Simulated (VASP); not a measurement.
Write the native input for VASP 6.6.1 that does the following.

```
Task                   : single point
Functional             : PBEsol
Potentials or basis    : VASP PAW PBE potentials, release 64 (Bi_d)
Cutoff                 : 520 eV
k mesh                 : 16 × 16 × 16
Occupations            : gaussian, width 0.3 eV
Spin                   : no spin polarisation
Dipole correction      : no
Further INCAR settings : ALGO = Fast; EDIFF = 1e-06; NBANDS = 14
```

The structure of Bi lies in POSCAR:

```
Bi
1.0
   -1.8775737502      1.8775737502      1.8775737502
    1.8775737502     -1.8775737502      1.8775737502
    1.8775737502      1.8775737502     -1.8775737502
Bi
1
Direct
    0.0000000000      0.0000000000      0.0000000000
```

This isn't the form of Bi at room conditions, which is rhombohedral.

These files were run (other wordings do the same):

INCAR

```
SYSTEM = Bi
PREC = Accurate ; ENCUT = 520
EDIFF = 1E-6 ; ISMEAR = 0
SIGMA = 0.3 ; LREAL = .False.
LASPH = .True. ; NELM = 100
ALGO = Fast ; ISIF = 2
LWAVE = .False. ; LCHARG = .False.
GGA = PS ; NBANDS = 14
```

KPOINTS

```
regular mesh
0
Gamma
  16 16 16
  0 0 0
```

Potentials or basis: VASP PAW PBE potentials, release 64 (Bi_d).

Command:

```console
$ cat potpaw_PBE.64/Bi_d/POTCAR > POTCAR
$ mpirun -np 1 vasp_std > vasp.out
```

It gave:

The pressure is 10.1 GPa and the band gap on the k mesh is none (metal or under the smearing width).

Caveat: the PAW data sets were made with another functional, which shifts forces and pressure a little; spin-orbit coupling is left out, which moves the levels of the heavy elements.

It took 13 s on 1 thread of Intel(R) Xeon(R) 6975P-C (Granite Rapids) (shared host), peak memory 0.17 GiB.
